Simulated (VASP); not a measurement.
I, 1 atom in the cell. Symmetry: Fmmm, No. 69, orthorhombic system. The conventional cell has a = 4.384 Å, b = 4.731 Å, c = 7.820 Å, α = 90.00°, β = 90.00°, γ = 90.00°. Around I (site symmetry mmm) lie 4 I at 3.23 Å. 

* Program: VASP 6.6.1
* Task: single point
* Functional: RPBE
* Potentials or basis: VASP PAW PBE potentials, release 64 (I)
* Cutoff: 520 eV
* k mesh: 6 × 6 × 6
* Occupations: gaussian, width 0.15 eV
* Spin: no spin polarisation
* Dipole correction: no
* Further INCAR settings: ALGO = Fast; EDIFF = 1e-06; NBANDS = 10

Potentials or basis: VASP PAW PBE potentials, release 64 (I).

The run is started by

```bash
$ cat potpaw_PBE.64/I/POTCAR > POTCAR
$ mpirun -np 1 vasp_std > vasp.out
```

Hardware: 1 thread of Intel(R) Xeon(R) Platinum 8488C (Sapphire Rapids) (shared host).

How long does it take, and how much memory?

It took 18 s on 1 thread of Intel(R) Xeon(R) Platinum 8488C (Sapphire Rapids) (shared host), peak memory 0.17 GiB. Counts: scf iterations 12, k points 46.
